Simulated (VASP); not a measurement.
# SnTe (Fm-3m) in VASP: notebook, part 3 of 3

VASP 6.6.1.

**6. Single point, RPBE**

Contents of INCAR:

```
SYSTEM = SnTe
PREC = Accurate
ENCUT = 520
EDIFF = 1E-7
ISMEAR = 0
SIGMA = 0.02
LREAL = .False.
LASPH = .True.
NELM = 80
ALGO = Normal
ISIF = 2
LWAVE = .False.
LCHARG = .False.
GGA = RP
```

Contents of KPOINTS:

```
Automatic mesh
0
Gamma
  7 7 7
  0 0 0
```

Contents of POSCAR:

```
SnTe
1.0
    0.0000000000      3.1508500000      3.1508500000
    3.1508500000      0.0000000000      3.1508500000
    3.1508500000      3.1508500000      0.0000000000
Te Sn
1 1
Cartesian
    3.1508500000      3.1508500000      3.1508500000
    0.0000000000      0.0000000000      0.0000000000
```

Potentials or basis: VASP PAW PBE potentials, release 64 (Te, Sn_d).

The run is started by

```
$ cat potpaw_PBE.64/Te/POTCAR potpaw_PBE.64/Sn_d/POTCAR > POTCAR
$ mpirun -np 1 vasp_std > vasp.out
```

OUTCAR:

```text
SYSTEM = SnTe
   PREC = Accurate
   ENCUT = 520
   EDIFF = 1E-7
   ISMEAR = 0
   LREAL = .False.
   LASPH = .True.
   NELM = 80
   ISIF = 2
   GGA = RP

 ion  position               nearest neighbor table
   1  0.500  0.500  0.500-   2 3.15   2 3.15   2 3.15   2 3.15   2 3.15   2 3.15
   2  0.000  0.000  0.000-   1 3.15   1 3.15   1 3.15   1 3.15   1 3.15   1 3.15

  LATTYP: Found a face centered cubic cell.
 ALAT       =     6.3017000000

  Lattice vectors:

 A1 = (   0.0000000000,   3.1508500000,   3.1508500000)
 A2 = (   3.1508500000,   0.0000000000,   3.1508500000)
 A3 = (   3.1508500000,   3.1508500000,   0.0000000000)

Analysis of symmetry for initial positions (statically):
=====================================================================
 Subroutine PRICEL returns:
 Original cell was already a primitive cell.

 Routine SETGRP: Setting up the symmetry group for a
 face centered cubic supercell.

 Subroutine GETGRP returns: Found 48 space group operations
 (whereof 48 operations were pure point group operations)
 out of a pool of 48 trial point group operations.

The static configuration has the point symmetry O_h .

Analysis of symmetry for dynamics (positions and initial velocities):
=====================================================================
 Subroutine PRICEL returns:
 Original cell was already a primitive cell.

 Routine SETGRP: Setting up the symmetry group for a
 face centered cubic supercell.

 Subroutine GETGRP returns: Found 48 space group operations
 (whereof 48 operations were pure point group operations)
 out of a pool of 48 trial point group operations.

The dynamic configuration has the point symmetry O_h .

 Subroutine INISYM returns: Found 48 space group operations
 (whereof 48 operations are pure point group operations),
 and found     1 'primitive' translations

----------------------------------------------------------------------------------------

                                     Primitive cell

  volume of cell :      62.5624

  direct lattice vectors                    reciprocal lattice vectors
     0.000000000  3.150850000  3.150850000    -0.158687338  0.158687338  0.158687338
     3.150850000  0.000000000  3.150850000     0.158687338 -0.158687338  0.158687338
     3.150850000  3.150850000  0.000000000     0.158687338  0.158687338 -0.158687338

  length of vectors
     4.455974803  4.455974803  4.455974803     0.274854533  0.274854533  0.274854533

  position of ions in fractional coordinates (direct lattice)
     0.500000000  0.500000000  0.500000000
     0.000000000  0.000000000  0.000000000

  ion indices of the primitive-cell ions
   primitive index   ion index
                 1           1
                 2           2

----------------------------------------------------------------------------------------

 KPOINTS: Automatic mesh

Automatic generation of k-mesh.
 Grid dimensions read from file:
 generate k-points for:    7    7    7

 Generating k-lattice:

  Cartesian coordinates                     Fractional coordinates (reciprocal lattice)
    -0.022669620  0.022669620  0.022669620     0.142857143  0.000000000  0.000000000
     0.022669620 -0.022669620  0.022669620     0.000000000  0.142857143  0.000000000
     0.022669620  0.022669620 -0.022669620     0.000000000  0.000000000  0.142857143

  Length of vectors
     0.039264933  0.039264933  0.039264933

  Shift w.r.t. Gamma in fractional coordinates (k-lattice)
     0.000000000  0.000000000  0.000000000
[... 33 lines left out ...]
   ions per type =               1   1
   NGX,Y,Z   is equivalent  to a cutoff of  13.43, 13.43, 13.43 a.u.
   NGXF,Y,Z  is equivalent  to a cutoff of  26.86, 26.86, 26.86 a.u.
 SYSTEM =  SnTe
   PREC   = accura    normal or accurate (medium, high low for compatibility)
   ISTART =      0    job   : 0-new  1-cont  2-samecut
   ICHARG =      2    charge: 1-file 2-atom 10-const
   ISPIN  =      1    spin polarized calculation?
   LNONCOLLINEAR =      F non collinear calculations
   LSORBIT =      F    spin-orbit coupling
   LASPH  =      T    aspherical Exc in radial PAW
   ENCUT  =  520.0 eV  38.22 Ry    6.18 a.u.   8.29  8.29  8.29*2*pi/ulx,y,z
   NELM   =     80;   NELMIN=  2; NELMDL= -5     # of ELM steps
   EDIFF  = 0.1E-06   stopping-criterion for ELM
   LREAL  =      F    real-space projection
   EDIFFG = 0.1E-05   stopping-criterion for IOM
   NSW    =      0    number of steps for IOM
   IBRION =     -1    ionic relax: 0-MD 1-quasi-New 2-CG
   NFREE  =      0    steps in history (QN), initial steepest desc. (CG)
   ISIF   =      2    stress and relaxation
   ISYM   =      2    0-nonsym 1-usesym 2-fastsym
   POTIM  = 0.5000    time-step for ionic-motion
   TEBEG  =    0.0;   TEEND  =   0.0 temperature during run
   PSTRESS=    0.0 pullay stress
   NELECT =      20.0000    total number of electrons
   NUPDOWN=      -1.0000    fix difference up-down
   EMIN   =  10.00;   EMAX   =-10.00  energy-range for DOS
   EFERMI =   0.00;   METHOD = LEGACY
   ISMEAR =     0;   SIGMA  =   0.02  broadening in eV -4-tet -1-fermi 0-gaus
   EFERMI_NEDOS =   21; number of points for ismear=-14 and -15
   IALGO  =     38    algorithm
   IMIX   =      4    mixing-type and parameters
     AMIX     =   0.40;   BMIX     =  1.00
     AMIX_MAG =   1.60;   BMIX_MAG =  1.00
  volume/ion in A,a.u.               =      31.28       211.10
  Fermi-wavevector in a.u.,A,eV,Ry     =   1.119387  2.115336 17.048485  1.253028
  Thomas-Fermi vector in A             =   2.256026
   LORBIT       =      0    0 simple, 1 ext, 2 COOP (PROOUT), +10 PAW based schemes
   GGA     = RP    functional components
   LHFCALC =     F    Hartree Fock is set to
   AEXX    =    0.0000 exact exchange contribution
   IVDW    =     0    specifies the selected vdW correction
   LEPSILON=     F    determine dielectric tensor
   LRPA    =     F    only Hartree local field effects (RPA)
 non-spin polarized calculation
 Gauss-broadening in eV      SIGMA  =   0.02
  energy-cutoff  :      520.00
  volume of cell :       62.56
 maximum number of plane-waves:      1705
 NGX is ok and might be reduce to    36
   NGX = 17   NGY = 17   NGZ = 17

 number of electron      19.9999998 magnetization

 Free energy of the ion-electron system (eV)
  ---------------------------------------------------
  ext. energy  EPLUGINS =         0.00000000
  ---------------------------------------------------
  free energy    TOTEN  =        -6.81962281 eV

  energy without entropy =       -6.81962281  energy(sigma->0) =       -6.81962281

 E-fermi :   7.0065     XC(G=0):  -9.3920

 val. band max:        6.8633417992   @ k =   0.4286   0.0000   0.0000
 cond. band min:       7.5265691729   @ k =   0.4286   0.0000   0.0000
 fundamental gap:      0.6632273737
 Fermi energy:         7.0065425236

 k-point     1 :       0.0000    0.0000    0.0000
  band No.  band energies     occupation
      1     -14.9068      2.00000
      2     -14.9068      2.00000
      3     -14.9035      2.00000
      4     -14.9035      2.00000
      5     -14.9035      2.00000
      6      -5.7233      2.00000
      7       2.4511      2.00000
      8       4.9103      2.00000
      9       4.9103      2.00000
     10       4.9103      2.00000
     11      10.4494      0.00000
     12      10.4494      0.00000
     13      10.4494      0.00000
     14      11.8182      0.00000
[... 309 lines left out ...]
      1     -14.9183      2.00000
      2     -14.9071      2.00000
      3     -14.9014      2.00000
      4     -14.8986      2.00000
      5     -14.8934      2.00000
      6      -4.0883      2.00000
      7      -0.3856      2.00000
      8       2.1202      2.00000
      9       2.8381      2.00000
     10       5.8428      2.00000
     11       8.2830      0.00000
     12      11.2184      0.00000
     13      12.1317      0.00000
     14      12.3674      0.00000

------------------------ aborting loop because EDIFF is reached ----------------------------------------

  FORCE on cell =-STRESS in cart. coord.  units (eV):
  Direction    XX          YY          ZZ          XY          YZ          ZX
  --------------------------------------------------------------------------------------
  -------------------------------------------------------------------------------------
  Total        1.4188536      1.4188536      1.4188536      0.0000000      0.0000000      0.0000000
  in kB       36.3358228     36.3358228     36.3358228      0.0000000      0.0000000      0.0000000
  external PRESSURE =      36.3358228 kB  Pullay stress =       0.0000000 kB

 VOLUME and BASIS-vectors are now :
 -----------------------------------------------------------------------------
  energy-cutoff  :      520.00
  volume of cell :       62.56
      direct lattice vectors                 reciprocal lattice vectors
     0.000000000  3.150850000  3.150850000    -0.158687338  0.158687338  0.158687338
     3.150850000  0.000000000  3.150850000     0.158687338 -0.158687338  0.158687338
     3.150850000  3.150850000  0.000000000     0.158687338  0.158687338 -0.158687338

 POSITION                                       TOTAL-FORCE (eV/Angst)
 -----------------------------------------------------------------------------------
      3.15085      3.15085      3.15085        -0.000000      0.000000     -0.000000
      0.00000      0.00000      0.00000         0.000000     -0.000000      0.000000
 -----------------------------------------------------------------------------------
    total drift:                               -0.000000      0.000000      0.000000

  FREE ENERGIE OF THE ION-ELECTRON SYSTEM (eV)
  ---------------------------------------------------
  free  energy   TOTEN  =        -6.8196228065 eV

  energy  without entropy=       -6.8196228065  energy(sigma->0) =       -6.81962281
```

Run time: 20 s. Hardware: 1 thread of Intel Xeon Platinum 8488C (Sapphire Rapids), shared host; peak memory 0.2 GiB.

Results:

| Quantity | Value |
| --- | --- |
| Free energy | -6.8196 eV |
| Pressure | 3.6 GPa |

Caveat: this odd mesh misses L, where the gap lies, so gap, dielectric constants and Born charges aren't listed; the PAW data sets were made with another functional, which shifts forces and pressure a little. Spin-orbit coupling is left out, which matters for the levels of Te.

**7. For comparison**

An earlier run on the cell as given: functional PBE; potentials or basis VASP PAW PBE potentials, release 64 (Te, Sn_d); cutoff 520 eV; k mesh 7 × 7 × 7; occupations fermi-dirac, width 0.05 eV; no spin polarisation.

* Pressure: 2.2 GPa

**8. Summary**

```csv
task,level,cell,cutoff (eV),smearing,pressure (GPa),relaxed volume (Å³/atom)
single point,PBE,as given,520,gaussian 0.011 eV,2.2,-
relaxation of cell and atoms,RPBE,relaxed,600,fermi-dirac 0.05 eV,0.0,34.01
relaxation of cell and atoms,revPBE,relaxed,600,fermi-dirac 0.05 eV,0.0,33.67
relaxation of cell and atoms,BLYP,relaxed,600,fermi-dirac 0.05 eV,0.0,35.93
single point,RPBE,as given,520,gaussian 0.02 eV,3.6,-
single point,PBE,as given,520,fermi-dirac 0.05 eV,2.2,-
```

Alike in all rows: potentials or basis VASP PAW PBE potentials, release 64 (Te, Sn_d); no spin polarisation; k mesh 7 × 7 × 7.

The pressure there spans 2.2 GPa (PBE) to 3.6 GPa (RPBE); a positive pressure means that this level wants a larger cell, a negative one a smaller.

Caveats: the PAW data sets were made with another functional, which shifts forces and pressure a little (some runs); the volume moved by +15 % from the deposited cell, more than functionals usually miss (some runs).

Total energies depend on the potentials used, so only differences within one code and one set of settings carry meaning.
